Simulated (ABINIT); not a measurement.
# Converging GW for BN (P6_3/mmc) in ABINIT

Aim: raise bands and screening cutoff together for BN (P6_3/mmc) and follow gap and time.

Calculated with ABINIT 10.8.3; LDA and many-body steps on it, plane waves.

## 1. The starting structure

It takes space group P6_3/mmc (No. 194, hexagonal). Conventional cell: a = 2.504 Å, b = 2.504 Å, c = 6.661 Å, α = 90.00°, β = 90.00°, γ = 120.00°. Nearest to B lie 3 N at 1.45 Å. N has 3 B at 1.45 Å nearest. Farther neighbours and most contacts between anions are not listed.

Coordinates:

```cif
data_structure
_symmetry_space_group_name_H-M 'P6_3/mmc'
_symmetry_Int_Tables_number 194
_cell_length_a 2.5040
_cell_length_b 2.5040
_cell_length_c 6.6612
_cell_angle_alpha 90.000
_cell_angle_beta 90.000
_cell_angle_gamma 120.000
_cell_volume 36.17
loop_
_atom_site_label
_atom_site_type_symbol
_atom_site_symmetry_multiplicity
_atom_site_Wyckoff_symbol
_atom_site_fract_x
_atom_site_fract_y
_atom_site_fract_z
_atom_site_occupancy
B1 B 2 c 0.33333 0.66667 0.25000 1
N1 N 2 d 0.33333 0.66667 0.75000 1
```

The cell and positions come from the Crystallography Open Database and are kept as given unless a step says otherwise.

## 2. Empty states on the mesh, 6×6×2 mesh, 934 bands

This step: ABINIT 10.8.3; DFT, LDA, plane waves, norm-conserving pseudopotentials.

The sums over transitions need many empty states on a uniform mesh; this step solves for them.

Contents of run.abi:

```
acell 3*1.0 Angstrom
rprim 
  2.503989999987 0.000000000003 0.000000000000
  -1.251994999996 2.168518950810 0.000000000000
  0.000000000000 0.000000000000 6.661200000000
ntypat 2
znucl 5 7
natom 4
typat 1 1 2 2
xred 
  0.333333333333 0.666666666667 0.250000000000
  0.666666666667 0.333333333333 0.750000000000
  0.333333333333 0.666666666667 0.750000000000
  0.666666666667 0.333333333333 0.250000000000
pp_dirpath "pseudos"
pseudos "B.upf, N.upf"
ecut 36
ngkpt 6 6 2
nshiftk 1
shiftk 0 0 0
kptopt 1
chksymbreak 0
irdden 1
istwfk *1
nband 934
prtvol 0
optdriver 6
gwr_task "HDIAGO"
paral_kgb 0
occopt 1
indata_prefix "in"
outdata_prefix "out"
tmpdata_prefix "tmp"
```

Command:

```bash
$ OMP_NUM_THREADS=1 mpirun -n 4 abinit run.abi > log
```

What it wrote:

```text
.Version 10.8.3 of ABINIT. v10.8.2 released Aug 2026.

 Symmetries : space group P6_3/m m c (#194); Bravais hP (primitive hexag.)
[... echo of the input left out ...]
== DATASET  1 ==================================================================
-   mpi_nproc: 4, omp_nthreads: 1 (-1 if OMP is not activated)

--- !DatasetInfo
iteration_state: {dtset: 1, }
dimensions: {natom: 4, nkpt: 14, mband: 934, nsppol: 1, nspinor: 1, nspden: 1, mpw: 2542, }
cutoff_energies: {ecut:  36.0, pawecutdg:  -1.0, }
[...]
Indirect band gap semiconductor
 Fundamental gap:     4.124 (eV)
   VBM:     2.518 (eV) at k: [ 3.3333E-01,  3.3333E-01,  5.0000E-01]
   CBM:     6.641 (eV) at k: [ 5.0000E-01,  0.0000E+00,  0.0000E+00]
 Direct gap:         4.532 (eV) at k: [ 3.3333E-01,  3.3333E-01,  5.0000E-01]

== END DATASET(S) ==============================================================
================================================================================

 -outvars: echo values of variables after computation  --------
           etotal      0.0000000000E+00
            nband         934
             nkpt          14
          spgroup         194
 [... the other variables as echoed above ...]

 Calculation completed.
```

The job ended after 64 s (4 MPI ranks of Arm Neoverse V1, shared host; peak memory 1.7 GiB; 4.3 min of CPU time).

Numbers from this step:

| Quantity | Value |
| --- | --- |
| gap | 4.124 eV |
| k of the valence top | 0.3333, 0.3333, 0.5 |
| k of the conduction bottom | 0.5, 0, 0 |
| least direct gap | 4.532 eV |
| k points computed | 14 |
| lowest point of the top converged band, above the valence top | 482.8216 eV |

On this mesh the gap is 4.124 eV.

The density comes from a self-consistent run that is not shown.

## 3. Screening, 6×6×2 mesh, 122 bands, screening to 149.7 eV

The RPA dielectric matrix is built and inverted for each q.

This step: RPA screening on LDA, plane waves, norm-conserving pseudopotentials.

run.abi, as its differences from that of step 2:

```diff
@@ -22,10 +22,11 @@
 chksymbreak 0
-irdden 1
 istwfk *1
-nband 934
-prtvol 0
-optdriver 6
-gwr_task "HDIAGO"
-paral_kgb 0
 occopt 1
+irdwfk 1
+optdriver 3
+nband 122
+ecuteps 5.5
+inclvkb 2
+awtr 1
+symchi 1
 indata_prefix "in"
```

What it wrote:

```text
.Version 10.8.3 of ABINIT. v10.8.2 released Aug 2026.

 Symmetries : space group P6_3/m m c (#194); Bravais hP (primitive hexag.)
[... echo of the input left out ...]
== DATASET  1 ==================================================================
-   mpi_nproc: 4, omp_nthreads: 1 (-1 if OMP is not activated)

--- !DatasetInfo
iteration_state: {dtset: 1, }
dimensions: {natom: 4, nkpt: 14, mband: 122, nsppol: 1, nspinor: 1, nspden: 1, mpw: 2542, }
cutoff_energies: {ecut:  36.0, pawecutdg:  -1.0, }
electrons: {nelect:   1.60000000E+01, charge:   0.00000000E+00, occopt:   1.00000000E+00, tsmear:   1.00000000E-02, }

 SCREENING: Calculation of the susceptibility and dielectric matrices

 Based on a program developped by R.W. Godby, V. Olevano, G. Onida, and L. Reining.
 Incorporated in ABINIT by V. Olevano, G.-M. Rignanese, and M. Torrent.
.Using double precision arithmetic ; gwpc =  8

[... cell and pseudopotentials left out ...]
--------------------------------------------------------------------------------

 ==== K-mesh for the wavefunctions ====
 Number of points in the irreducible wedge :    14
[... list of points left out ...]
 Together with 24 symmetry operations and time-reversal symmetry
 yields    72 points in the full Brillouin Zone.

 ==== Q-mesh for the screening function ====
 Number of points in the irreducible wedge :    14
[... list of points left out ...]
 Together with 24 symmetry operations and time-reversal symmetry
 yields    72 points in the full Brillouin Zone.

 setmesh: FFT mesh size selected  =    15x   15x   48
          total number of points  =        10800

 vcoul_init : cutoff-mode = AUXILIARY_FUNCTION
 q-points for optical limit:   1
     1)      0.000010    0.000020    0.000030

- screening: taking advantage of time-reversal symmetry
- Maximum band index for partially occupied states nbvw = 8
- Remaining bands to be divided among processors   nbcw = 114
- Number of bands treated by each node ~28

 Number of electrons calculated from density =   16.0000; Expected =   16.0000
 average of density, n =  0.065550
 r_s =    1.5386
 omega_plasma =   24.6969 [eV]

 calculating chi0 at frequencies [eV] :
  1    0.000000E+00    0.000000E+00
  2    0.000000E+00    2.469694E+01

--------------------------------------------------------------------------------
  q-point number  1        q = ( 0.000000, 0.000000, 0.000000) [r.l.u.]
--------------------------------------------------------------------------------
[... chi0 elements left out ...]
 For q-point:  0.000010 0.000020 0.000030
  dielectric constant =   4.3679
  dielectric constant without local fields =   4.6884

  Average fulfillment of the sum rule on Im[epsilon] for q-point    1 :     88.56  [%]
[... wings left out ...]
  q-point number  2        q = ( 0.166667, 0.000000, 0.000000) [r.l.u.]
--------------------------------------------------------------------------------
[... chi0 elements left out ...]
  Average fulfillment of the sum rule on Im[epsilon] for q-point    2 :     92.94  [%]

 [... 12 further q-points ...]
```

Run time: 30 s. Hardware: 4 MPI ranks; peak memory 0.7 GiB; 2 min of CPU time.

This step gave:

* ε∞ with local fields, on this mesh, along the program's q direction: 4.368
* the same without local fields: 4.688
* plasma frequency: 24.70 eV
* plane waves in the screening matrix: 151

Local fields lower ε∞ by 7 %. On a Γ-centred mesh this coarse the value itself is usually too large, while a short band sum pulls it down.

## 4. 122 bands, 149.7 eV

The self-energy is evaluated for the states that the input lists, and the levels follow from it, in one-shot runs by the linearised quasiparticle equation.

This step: G0W0 on LDA, plane waves, norm-conserving pseudopotentials.

run.abi, as its differences from that of step 3:

```diff
@@ -25,8 +25,23 @@
 irdwfk 1
-optdriver 3
+optdriver 4
 nband 122
+gwcalctyp 0
+ecutsigx 36
+symsigma 1
+nkptgw 5
+kptgw 
+  0.3333333333 0.3333333333 0.5000000000
+  0.5000000000 0.0000000000 0.0000000000
+  0.0000000000 0.0000000000 0.0000000000
+  0.0000000000 0.0000000000 0.5000000000
+  0.5000000000 0.0000000000 0.5000000000
+bdgw 
+  7 10
+  7 10
+  7 10
+  5 10
+  7 10
 ecuteps 5.5
-inclvkb 2
-awtr 1
-symchi 1
+irdscr 1
+ppmodel 1
 indata_prefix "in"
```

What it wrote:

```text
.Version 10.8.3 of ABINIT. v10.8.2 released Aug 2026.

 Symmetries : space group P6_3/m m c (#194); Bravais hP (primitive hexag.)
[... echo of the input left out ...]
== DATASET  1 ==================================================================
-   mpi_nproc: 4, omp_nthreads: 1 (-1 if OMP is not activated)

--- !DatasetInfo
iteration_state: {dtset: 1, }
dimensions: {natom: 4, nkpt: 14, mband: 122, nsppol: 1, nspinor: 1, nspden: 1, mpw: 2542, }
cutoff_energies: {ecut:  36.0, pawecutdg:  -1.0, }
electrons: {nelect:   1.60000000E+01, charge:   0.00000000E+00, occopt:   1.00000000E+00, tsmear:   1.00000000E-02, }

 SIGMA: Calculation of the GW corrections

 Based on a program developped by R.W. Godby, V. Olevano, G. Onida, and L. Reining.
 Incorporated in ABINIT by V. Olevano, G.-M. Rignanese, and M. Torrent.
.Using double precision arithmetic ; gwpc =  8

[... cell and pseudopotentials left out ...]
--------------------------------------------------------------------------------

 ==== K-mesh for the wavefunctions ====
 Number of points in the irreducible wedge :    14
[... list of points left out ...]
 Together with 24 symmetry operations and time-reversal symmetry
 yields    72 points in the full Brillouin Zone.

 ==== Q-mesh for screening function ====
 Number of points in the irreducible wedge :    14
[... list of points left out ...]
 Together with 24 symmetry operations and time-reversal symmetry
 yields    72 points in the full Brillouin Zone.

 vcoul_init : cutoff-mode = AUXILIARY_FUNCTION
 q-points for optical limit:   1
     1)      0.000010    0.000020    0.000030
 setmesh: FFT mesh size selected  =    24x   24x   72
          total number of points  =        41472

 Number of electrons calculated from density =   16.0000; Expected =   16.0000
 average of density, n =  0.065550
 r_s =    1.5386
 omega_plasma =   24.6969 [eV]

 === KS Band Gaps ===
  >>>> For spin  1
   Minimum direct gap =   4.5317 [eV], located at k-point      :   0.3333  0.3333  0.5000
   Fundamental gap    =   4.1235 [eV], Top of valence bands at :   0.3333  0.3333  0.5000
                                       Bottom of conduction at :   0.5000  0.0000  0.0000
 SIGMA fundamental parameters:
 PLASMON POLE MODEL  1
 number of plane-waves for SigmaX                 2481
 number of plane-waves for SigmaC and W            151
 number of plane-waves for wavefunctions          2481
 number of bands                                   122
 number of independent spin polarizations            1
 number of spinorial components                      1
 number of k-points in IBZ                          14
 number of q-points in IBZ                          14
 number of symmetry operations                      24
 number of k-points in BZ                           72
 number of q-points in BZ                           72
 number of frequencies for dSigma/dE                 9
 frequency step for dSigma/dE [eV]                0.25
 number of omega for Sigma on real axis              0
 max omega for Sigma on real axis  [eV]           0.00
 zcut for avoiding poles [eV]                     0.10

 EPSILON^-1 parameters (SCR file):
 dimension of the eps^-1 matrix on file            151
 dimension of the eps^-1 matrix used               151
 number of plane-waves for wavefunctions          2481
 number of bands                                   122
 number of q-points in IBZ                          14
 number of frequencies                               2
 number of real frequencies                          1
 number of imag frequencies                          1

 matrix elements of self-energy operator (all in [eV])

 Perturbative Calculation

--- !SelfEnergy_ee
iteration_state: {dtset: 1, }
kpoint     : [   0.333,    0.333,    0.500, ]
spin       : 1
KS_gap     :    4.532
QP_gap     :    6.136
Delta_QP_KS:    1.605
data: !SigmaeeData |
     Band     E0 <VxcDFT>   SigX SigC(E0)      Z dSigC/dE  Sig(E)    E-E0       E
        7   2.518 -16.484 -19.872   2.504   0.800  -0.250 -17.191  -0.707   1.811
        8   2.518 -16.484 -19.872   2.504   0.800  -0.250 -17.191  -0.707   1.811
        9   7.049 -11.120  -5.635  -4.399   0.826  -0.210 -10.222   0.898   7.947
       10   7.049 -11.120  -5.635  -4.399   0.826  -0.210 -10.222   0.898   7.947

--- !SelfEnergy_ee
iteration_state: {dtset: 1, }
kpoint     : [   0.500,    0.000,    0.000, ]
spin       : 1
KS_gap     :    4.560
QP_gap     :    6.173
Delta_QP_KS:    1.613
data: !SigmaeeData |
     Band     E0 <VxcDFT>   SigX SigC(E0)      Z dSigC/dE  Sig(E)    E-E0       E
        7   1.052 -14.770 -18.519   2.630   0.800  -0.250 -15.665  -0.895   0.157
        8   2.081 -16.252 -19.861   2.648   0.798  -0.253 -17.019  -0.767   1.314
[...]
--- !SelfEnergy_ee
iteration_state: {dtset: 1, }
kpoint     : [   0.000,    0.000,    0.000, ]
spin       : 1
KS_gap     :    6.264
QP_gap     :    7.903
Delta_QP_KS:    1.639
data: !SigmaeeData |
     Band     E0 <VxcDFT>   SigX SigC(E0)      Z dSigC/dE  Sig(E)    E-E0       E
[...]
--- !SelfEnergy_ee
iteration_state: {dtset: 1, }
kpoint     : [   0.000,    0.000,    0.500, ]
spin       : 1
KS_gap     :    8.665
QP_gap     :   10.563
Delta_QP_KS:    1.898
data: !SigmaeeData |
     Band     E0 <VxcDFT>   SigX SigC(E0)      Z dSigC/dE  Sig(E)    E-E0       E
[...]
--- !SelfEnergy_ee
iteration_state: {dtset: 1, }
kpoint     : [   0.500,    0.000,    0.500, ]
spin       : 1
KS_gap     :    5.534
QP_gap     :    7.268
Delta_QP_KS:    1.735
data: !SigmaeeData |
     Band     E0 <VxcDFT>   SigX SigC(E0)      Z dSigC/dE  Sig(E)    E-E0       E
[...]
8   1.586 -15.522 -19.193   2.629   0.799  -0.251 -16.355  -0.832   0.754
        9   7.120 -11.212  -5.954  -4.170   0.830  -0.205 -10.309   0.902   8.022
       10   7.120 -11.212  -5.954  -4.170   0.830  -0.205 -10.309   0.902   8.022

== END DATASET(S) ==============================================================
================================================================================

 -outvars: echo values of variables after computation  --------
           etotal      0.0000000000E+00
            nband         122
             nkpt          14
          spgroup         194
 [... the other variables as echoed above ...]

 Calculation completed.
```

Elapsed: 18 s, on 4 MPI ranks; peak memory 0.71 GiB; 74 s of CPU time.

Numbers from this step:

- G0W0 gap on the mesh: 5.676 eV
- starting gap on the mesh: 4.124 eV
- k of the valence top: 0.3333, 0.3333, 0.5
- k of the conduction bottom: 0.5, 0, 0
- Z at the valence top: 0.8
- Z at the conduction bottom: 0.834
- least direct G0W0 gap on the computed points: 6.136 eV

The gap on the mesh goes from 4.12 eV to 5.68 eV, a correction of +1.55 eV.

## 5. Screening, 6×6×2 mesh, 190 bands, screening to 203.5 eV

This step: RPA screening on LDA, plane waves, norm-conserving pseudopotentials.

run.abi, as its differences from that of step 4:

```diff
@@ -25,23 +25,8 @@
 irdwfk 1
-optdriver 4
-nband 122
-gwcalctyp 0
-ecutsigx 36
-symsigma 1
-nkptgw 5
-kptgw 
-  0.3333333333 0.3333333333 0.5000000000
-  0.5000000000 0.0000000000 0.0000000000
-  0.0000000000 0.0000000000 0.0000000000
-  0.0000000000 0.0000000000 0.5000000000
-  0.5000000000 0.0000000000 0.5000000000
-bdgw 
-  7 10
-  7 10
-  7 10
-  5 10
-  7 10
-ecuteps 5.5
-irdscr 1
-ppmodel 1
+optdriver 3
+nband 190
+ecuteps 7.48
+inclvkb 2
+awtr 1
+symchi 1
 indata_prefix "in"
```

What it wrote:

```text
.Version 10.8.3 of ABINIT. v10.8.2 released Aug 2026.

 Symmetries : space group P6_3/m m c (#194); Bravais hP (primitive hexag.)
[... echo of the input left out ...]
== DATASET  1 ==================================================================
-   mpi_nproc: 4, omp_nthreads: 1 (-1 if OMP is not activated)

--- !DatasetInfo
iteration_state: {dtset: 1, }
dimensions: {natom: 4, nkpt: 14, mband: 190, nsppol: 1, nspinor: 1, nspden: 1, mpw: 2542, }
cutoff_energies: {ecut:  36.0, pawecutdg:  -1.0, }
electrons: {nelect:   1.60000000E+01, charge:   0.00000000E+00, occopt:   1.00000000E+00, tsmear:   1.00000000E-02, }

 SCREENING: Calculation of the susceptibility and dielectric matrices

 Based on a program developped by R.W. Godby, V. Olevano, G. Onida, and L. Reining.
 Incorporated in ABINIT by V. Olevano, G.-M. Rignanese, and M. Torrent.
.Using double precision arithmetic ; gwpc =  8

[... cell and pseudopotentials left out ...]
--------------------------------------------------------------------------------

 ==== K-mesh for the wavefunctions ====
 Number of points in the irreducible wedge :    14
[... list of points left out ...]
 Together with 24 symmetry operations and time-reversal symmetry
 yields    72 points in the full Brillouin Zone.

 ==== Q-mesh for the screening function ====
 Number of points in the irreducible wedge :    14
[... list of points left out ...]
 Together with 24 symmetry operations and time-reversal symmetry
 yields    72 points in the full Brillouin Zone.

 setmesh: FFT mesh size selected  =    15x   15x   50
          total number of points  =        11250

 vcoul_init : cutoff-mode = AUXILIARY_FUNCTION
 q-points for optical limit:   1
     1)      0.000010    0.000020    0.000030

- screening: taking advantage of time-reversal symmetry
- Maximum band index for partially occupied states nbvw = 8
- Remaining bands to be divided among processors   nbcw = 182
- Number of bands treated by each node ~45

 Number of electrons calculated from density =   16.0000; Expected =   16.0000
 average of density, n =  0.065550
 r_s =    1.5386
 omega_plasma =   24.6969 [eV]

 calculating chi0 at frequencies [eV] :
  1    0.000000E+00    0.000000E+00
  2    0.000000E+00    2.469694E+01

--------------------------------------------------------------------------------
  q-point number  1        q = ( 0.000000, 0.000000, 0.000000) [r.l.u.]
--------------------------------------------------------------------------------
[... chi0 elements left out ...]
 For q-point:  0.000010 0.000020 0.000030
  dielectric constant =   4.3616
  dielectric constant without local fields =   4.6891

  Average fulfillment of the sum rule on Im[epsilon] for q-point    1 :     93.56  [%]
[... wings left out ...]
  q-point number  2        q = ( 0.166667, 0.000000, 0.000000) [r.l.u.]
--------------------------------------------------------------------------------
[... chi0 elements left out ...]
  Average fulfillment of the sum rule on Im[epsilon] for q-point    2 :     96.41  [%]

 [... 12 further q-points ...]
```

Wall time 63 s (4 MPI ranks); peak memory 0.94 GiB.

Numbers from this step:

```yaml
eps_infinity_with_local_fields_on_this_mesh_along_the_program_s_q_direction: 4.362
the_same_without_local_fields: 4.689
plasma_frequency: 24.70 eV
plane_waves_in_the_screening_matrix: 225
```

(Part 1 of 2 ends here.)

[Paths, hosts, dates, memory and timing lines, banners, echoed tables and standing remarks are left out of the program output.]

[Logs are printed without paths, hosts, clocks, repeated set-up lines and the standing remarks that a program may print on its own settings, such as how far it seeks lower states.]

[Runs of the session that timed out or met a known fault of the program may be left out.]

[Hosts, paths, dates, database ids (printed as entryN), source tags and the programs' standing remarks are cut or masked in the printed files.]

[G0W0 gaps are taken among the corrected bands and points alone; a level outside them can change the order at an edge.]

[Where Ansatz stands beside ABINIT at settings called matched, ABINIT's density can come from a denser mesh and the files from another edition; pairs whose starting gaps differed by over 0.03 eV were left out, so agreement reads better than it is.]
